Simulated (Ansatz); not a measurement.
# Residual resistivity of an alloy: Ti(0001) with 2 layers of random Ti-Pt, 2x2, part 2 of 2

How strongly does chemical disorder scatter in Ti(0001) with 2 layers of random Ti-Pt, 2x2?

Ansatz 0.2.0; Ansatz plane-wave DFT, PBE, PAW files; ballistic transport by layer matching (Landauer), zero bias; PAW set soft_1.

So far. Step 3 (With 6 alloy layers): Over the solved energies the transmission per spin lies between 0.357 and 0.397, out of 2.71 channels of the lead on average (up to 3.22). The log calls the step of a lead's potential too much.

## (4) With 10 alloy layers

In 10 layers a share of 0.75 of the sites is given to Pt at random. A fresh draw is used; the growth of the resistance with length is what counts.

System of this step: Ti(0001) with 10 layers of random Ti-Pt, 2x2. The cell holds 80 atoms: 50 Ti and 30 Pt. Cell: a = 5.900 Å, b = 5.900 Å, c = 46.860 Å, α = 90.0°, β = 90.0°, γ = 120.0°. It derives from Ti. Regions: lead, 40 atoms (40 Ti); scattering region, 40 atoms (30 Pt and 10 Ti). The structure is stacked along c, and the current runs across the ab planes.

input.yaml reads:

```yaml
crystal:
  lattice:
    - [5.9, 0.0, 0.0]
    - [-2.95, 5.1095498823, 0.0]
    - [0.0, 0.0, 46.86]
  atoms:
    - { symbol: Ti, position: [0.1666666667, 0.3333333333, 0.025] }
    - { symbol: Ti, position: [0.1666666667, 0.8333333333, 0.025] }
    - { symbol: Ti, position: [0.6666666667, 0.3333333333, 0.025] }
    - { symbol: Ti, position: [0.6666666667, 0.8333333333, 0.025] }
    - { symbol: Ti, position: [0.3333333333, 0.1666666667, 0.075] }
    - { symbol: Ti, position: [0.3333333333, 0.6666666667, 0.075] }
    - { symbol: Ti, position: [0.8333333333, 0.1666666667, 0.075] }
    - { symbol: Ti, position: [0.8333333333, 0.6666666667, 0.075] }
    - { symbol: Ti, position: [0.1666666667, 0.3333333333, 0.125] }
    - { symbol: Ti, position: [0.1666666667, 0.8333333333, 0.125] }
    - { symbol: Ti, position: [0.6666666667, 0.3333333333, 0.125] }
    - { symbol: Ti, position: [0.6666666667, 0.8333333333, 0.125] }
    - { symbol: Ti, position: [0.3333333333, 0.1666666667, 0.175] }
    - { symbol: Ti, position: [0.3333333333, 0.6666666667, 0.175] }
    - { symbol: Ti, position: [0.8333333333, 0.1666666667, 0.175] }
    - { symbol: Ti, position: [0.8333333333, 0.6666666667, 0.175] }
    - { symbol: Ti, position: [0.1666666667, 0.3333333333, 0.225] }
    - { symbol: Ti, position: [0.1666666667, 0.8333333333, 0.225] }
    - { symbol: Ti, position: [0.6666666667, 0.3333333333, 0.225] }
    - { symbol: Ti, position: [0.6666666667, 0.8333333333, 0.225] }
    - { symbol: Pt, position: [0.3333333333, 0.1666666667, 0.275] }
    - { symbol: Pt, position: [0.3333333333, 0.6666666667, 0.275] }
    - { symbol: Pt, position: [0.8333333333, 0.1666666667, 0.275] }
    - { symbol: Pt, position: [0.8333333333, 0.6666666667, 0.275] }
    - { symbol: Pt, position: [0.1666666667, 0.3333333333, 0.325] }
    - { symbol: Pt, position: [0.1666666667, 0.8333333333, 0.325] }
    - { symbol: Pt, position: [0.6666666667, 0.3333333333, 0.325] }
    - { symbol: Ti, position: [0.6666666667, 0.8333333333, 0.325] }
    - { symbol: Pt, position: [0.3333333333, 0.1666666667, 0.375] }
    - { symbol: Ti, position: [0.3333333333, 0.6666666667, 0.375] }
    - { symbol: Pt, position: [0.8333333333, 0.1666666667, 0.375] }
    - { symbol: Pt, position: [0.8333333333, 0.6666666667, 0.375] }
    - { symbol: Pt, position: [0.1666666667, 0.3333333333, 0.425] }
    - { symbol: Pt, position: [0.1666666667, 0.8333333333, 0.425] }
    - { symbol: Pt, position: [0.6666666667, 0.3333333333, 0.425] }
    - { symbol: Pt, position: [0.6666666667, 0.8333333333, 0.425] }
    - { symbol: Pt, position: [0.3333333333, 0.1666666667, 0.475] }
    - { symbol: Pt, position: [0.3333333333, 0.6666666667, 0.475] }
    - { symbol: Ti, position: [0.8333333333, 0.1666666667, 0.475] }
    - { symbol: Pt, position: [0.8333333333, 0.6666666667, 0.475] }
    - { symbol: Pt, position: [0.1666666667, 0.3333333333, 0.525] }
    - { symbol: Pt, position: [0.1666666667, 0.8333333333, 0.525] }
    - { symbol: Pt, position: [0.6666666667, 0.3333333333, 0.525] }
    - { symbol: Ti, position: [0.6666666667, 0.8333333333, 0.525] }
    - { symbol: Ti, position: [0.3333333333, 0.1666666667, 0.575] }
    - { symbol: Ti, position: [0.3333333333, 0.6666666667, 0.575] }
    - { symbol: Pt, position: [0.8333333333, 0.1666666667, 0.575] }
    - { symbol: Pt, position: [0.8333333333, 0.6666666667, 0.575] }
    - { symbol: Ti, position: [0.1666666667, 0.3333333333, 0.625] }
    - { symbol: Pt, position: [0.1666666667, 0.8333333333, 0.625] }
    - { symbol: Pt, position: [0.6666666667, 0.3333333333, 0.625] }
    - { symbol: Pt, position: [0.6666666667, 0.8333333333, 0.625] }
    - { symbol: Pt, position: [0.3333333333, 0.1666666667, 0.675] }
    - { symbol: Pt, position: [0.3333333333, 0.6666666667, 0.675] }
    - { symbol: Pt, position: [0.8333333333, 0.1666666667, 0.675] }
    - { symbol: Pt, position: [0.8333333333, 0.6666666667, 0.675] }
    - { symbol: Ti, position: [0.1666666667, 0.3333333333, 0.725] }
    - { symbol: Ti, position: [0.1666666667, 0.8333333333, 0.725] }
    - { symbol: Ti, position: [0.6666666667, 0.3333333333, 0.725] }
    - { symbol: Pt, position: [0.6666666667, 0.8333333333, 0.725] }
    - { symbol: Ti, position: [0.3333333333, 0.1666666667, 0.775] }
    - { symbol: Ti, position: [0.3333333333, 0.6666666667, 0.775] }
    - { symbol: Ti, position: [0.8333333333, 0.1666666667, 0.775] }
    - { symbol: Ti, position: [0.8333333333, 0.6666666667, 0.775] }
    - { symbol: Ti, position: [0.1666666667, 0.3333333333, 0.825] }
    - { symbol: Ti, position: [0.1666666667, 0.8333333333, 0.825] }
    - { symbol: Ti, position: [0.6666666667, 0.3333333333, 0.825] }
    - { symbol: Ti, position: [0.6666666667, 0.8333333333, 0.825] }
    - { symbol: Ti, position: [0.3333333333, 0.1666666667, 0.875] }
    - { symbol: Ti, position: [0.3333333333, 0.6666666667, 0.875] }
    - { symbol: Ti, position: [0.8333333333, 0.1666666667, 0.875] }
    - { symbol: Ti, position: [0.8333333333, 0.6666666667, 0.875] }
    - { symbol: Ti, position: [0.1666666667, 0.3333333333, 0.925] }
    - { symbol: Ti, position: [0.1666666667, 0.8333333333, 0.925] }
    - { symbol: Ti, position: [0.6666666667, 0.3333333333, 0.925] }
    - { symbol: Ti, position: [0.6666666667, 0.8333333333, 0.925] }
    - { symbol: Ti, position: [0.3333333333, 0.1666666667, 0.975] }
    - { symbol: Ti, position: [0.3333333333, 0.6666666667, 0.975] }
    - { symbol: Ti, position: [0.8333333333, 0.1666666667, 0.975] }
    - { symbol: Ti, position: [0.8333333333, 0.6666666667, 0.975] }
kpoints:
  mp_grid: { grid: [4, 4, 1] }
hamiltonian:
  xc: pbe
  pseudopotentials: { kind: paw, azcp: { folder: soft_1 } }
scf:
  occupations: { method: fermi_dirac, width: 0.1 }
output:
  transmission: { leads: [[0, 8]], kmesh: [8, 8], e_range: [-0.05, 0.05], de: 0.05 }
  write_potential: true
  write_density: true
  volumetric_format: npy
```

Launch:

```bash
$ ansatz run input.yaml --threads 4 --pin off --max-ram 15360MiB --backend cpu --events-out ev --progress --plain --runs-dir out
```

Numbers of over 12 decimals in the logs are rounded to 6 here.

Output:

```text
[...]
Crystal: 80 atoms, lattice volume = 1412.658 Å³
Basis set: ecut = 420 eV, 27409 PW (Γ)
Bands: 684, of which v1, the nominal top of the filled ones, is band 570 counted from 1 (569 counted from 0)
Symmetry: 1 space group operations
[...]
k-points: 10 of 16 (time reversal used)
[...]
SCF iter   1: F=—  HF=-501390.566850 eV  |F-HF|=—  |Δ(HF+E_count)|=         —  Δρ=5.16e-1  dr2=2.45e5  ethr=3.10e-3  ⟨swp⟩=4.0  Hψ=21560  notcnv=0
[...]
SCF iter  13: F=-500743.867796 eV  HF=-500743.867796 eV  |F-HF|=7.25e-8  |Δ(HF+E_count)|=   8.44e-9  Δρ=5.09e-7  dr2=7.46e-8  ethr=8.77e-12  ⟨swp⟩=14.0  Hψ=26319  notcnv=0
SCF 1 converged in 13 iterations: F = -500743.867796 eV  dr2 = 7.46e-8
[...]
transmission: 249 of 2414 steps passed
transmission: 489 of 2414 steps passed
[...]
transmission: 2414 of 2414 steps passed
SCF converged after 13 iterations
Free energy (F): -500743.867796 eV
[...]
Internal energy: -500740.865830 eV  (E = F + TS)
E sigma→0 (E₀):  -500742.366813 eV
Entropy (-TS):   -3.001966 eV (-37.525 meV/atom)
Fermi energy:    15.333887 eV
[...]
--- Band table (eV; the first three rows and the last of 10) ---
  k-point 0: bands = [... 566 lower, 15.6012, 15.6481, 15.6888, 15.7151, 15.7530, 15.7752, 15.7950, 15.8451, ... 110 higher]
  k-point 1: bands = [... 566 lower, 15.4297, 15.4928, 15.5075, 15.5307, 15.5641, 15.5832, 15.6011, 15.6042, ... 110 higher]
  k-point 2: bands = [... 566 lower, 15.1724, 15.2132, 15.2306, 15.2597, 15.2637, 15.2933, 15.3072, 15.3318, ... 110 higher]
  k-point 9: bands = [... 566 lower, 15.2193, 15.2319, 15.2535, 15.2726, 15.2924, 15.3154, 15.3274, 15.3528, ... 110 higher]
--- Transmission ---
  basis      : 253 plane waves across, 71 finite elements along
  points     : 34, standing for a mesh of 8 x 8
[...]
channels       : 2.656250e0 a spin
[...]
junction   : crystal 0 to crystal 0, 0.70 to 42.87 Å
    transmission   : 2.889930e-1 a spin
[...]
```

Elapsed: 50 min, on 4 threads of Arm Neoverse N1, shared host; peak memory 8 GiB; 3 h of CPU time.

Numbers from this step:

| Quantity | Value |
| --- | --- |
| free energy | -500743.8678 eV |
| energy at zero smearing | -500742.3668 eV |
| Fermi energy | 15.33 eV |
| transmission per spin nearest the Fermi level | 0.2890 |
| step of the lead's potential | 33.9 meV |

Per spin. The transmission, zone mean by energy, zero at the Fermi level:

```tsv
energy (eV)	transmission, zone mean
-0.0500	0.208
0.0000	0.289
0.0500	0.417
```

Over the solved energies the transmission per spin lies between 0.208 and 0.417, out of 2.71 channels of the lead on average (up to 3.22). The log calls the step of a lead's potential too much.

## (5) The fit

This step: Ansatz plane-wave DFT, PBE, PAW files; ballistic transport by layer matching (Landauer), zero bias; residual resistivity from the slope of the area resistance, atoms on the host's lattice; PAW set soft_1 (Ansatz 0.2.0).

Numbers from this step:

```yaml
resistivity: 410.7 µΩ cm
intercept: 2.219 fΩ m²
scatter_about_the_fit: 0.7291 fΩ m²
```

Resistance, by row:

```tsv
run	length (Å)	T	channels N	RA (fΩ m²)
n2	4.686	0.7683	2.708	3.628
n6	14.06	0.372	2.708	9.024
n10	23.43	0.3048	2.708	11.33
```

Area resistance against length of the alloy:

```tsv
length of the alloy (Å)	area resistance (fΩ m²)
4.69	3.63
14.06	9.02
23.43	11.3
```

The area resistance goes from 3.6 to 11 fΩ m² between 4.7 and 23.4 Å, a slope of 411 µΩ cm.

By hand from the end points: (11.33 − 3.628) fΩ m² / (23.43 − 4.69) Å = 411 µΩ cm, since 1 fΩ m² per Å is 1000 µΩ cm.

## (6) Summary of results

* resistivity from the slope: 411 µΩ cm
* area resistance over 4.69 Å: 3.63 fΩ m²
* area resistance over 14.1 Å: 9.02 fΩ m²
* area resistance over 23.4 Å: 11.3 fΩ m²

In words: The slope gives 411 µΩ cm. The points scatter by 0.73 fΩ m² about the line, with one random draw a length in a 2x2 cell, so the slope is a rough value. Read with a model of isotropic scattering on a spherical Fermi surface and the lead's 0.70×10¹⁵ S/m², this slope means a mean free path near 2.6 Å (a rough figure, since the alloy's own channel count differs); over these lengths the model's slope is within 3 % of its bulk resistivity, though a free path of a few ångströms strains the picture. The atoms sit on the host's lattice, so scattering by size misfit is left out. With 75 % of Pt, whose own structure is another, this is a hypothetical phase. Spin-orbit coupling is left out, which matters for Pt. A lead's potential steps by up to 47 meV from period to period, which the log calls too much, so longer leads could move the result.

[Logs are printed without paths, hosts, clocks, repeated set-up lines and the standing remarks that a program may print on its own settings, such as how far it seeks lower states.]

[Hosts, paths, dates, database ids (printed as entryN), source tags and the programs' standing remarks are cut or masked in the printed files.]
